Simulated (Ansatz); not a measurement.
# TiTe2: a single-point run

The task is a single-point run on TiTe2. The structure is shown as the input types it. The cell is built on a prototype (fluorite) and needn't be the phase found in nature.

Computed with Ansatz 0.2.0 (density functional or hybrid calculation with the settings of its input, plane waves (as first typed), unless a step's input says otherwise).

6 further runs of the same task are left out: 4 for a known fault of the program, 2 that didn't finish.

## Step 1: The system as given

Symmetry: Fm-3m, No. 225, cubic system. The conventional cell has a = 6.880 Å, b = 6.880 Å, c = 6.880 Å, α = 90.00°, β = 90.00°, γ = 90.00°. Ti (site symmetry m-3m) has 8 Te at 2.98 Å as nearest neighbours. Te (site symmetry -43m) is surrounded by 4 Ti at 2.98 Å.

The input asks for a charge of +0.1 e on the cell.

As a file:

```cif
data_structure
_symmetry_space_group_name_H-M 'P 1'
_symmetry_Int_Tables_number 1
_cell_length_a 4.8651
_cell_length_b 4.8651
_cell_length_c 4.8651
_cell_angle_alpha 60.000
_cell_angle_beta 60.000
_cell_angle_gamma 60.000
_cell_volume 81.42
loop_
_atom_site_label
_atom_site_type_symbol
_atom_site_fract_x
_atom_site_fract_y
_atom_site_fract_z
_atom_site_occupancy
Ti1 Ti 0.00000 0.00000 0.00000 1
Te1 Te 0.25000 0.25000 0.25000 1
Te2 Te 0.75000 0.75000 0.75000 1
```

## Step 2: Running it

Input file input.yaml:

```yaml
crystal:
  lattice:
    - [0.0, 3.4401227409, 3.4401227409]
    - [3.4401227409, 0.0, 3.4401227409]
    - [3.4401227409, 3.4401227409, 0.0]
  atoms:
    - { symbol: Ti, position: [0.0, 0.0, 0.0] }
    - { symbol: Te, position: [0.25, 0.25, 0.25] }
    - { symbol: Te, position: [0.75, 0.75, 0.75] }
kpoints:
  mp_grid: { grid: [4, 4, 4] }
hamiltonian:
  xc: pbe
scf:
  occupations: { method: fermi_dirac, width: 0.02 }
  n_extra_bands: 4
  max_iter: 93
output:
  forces: true
  stress: true
  eigenvalues: true
total_charge: 0.1
```

Command:

```sh
$ ansatz run input.yaml --threads 4 --pin off --max-ram 3686MiB --backend cpu --events-out ev --progress --plain --runs-dir out
```

What happens when this is run?

This run ends as converged. Convergence says nothing about whether the input makes sense.

Look at the input: total_charge is 0.1. The net charge is not the one intended, so the run treats another number of electrons.

Run again and compare: delete total_charge (the default then holds).
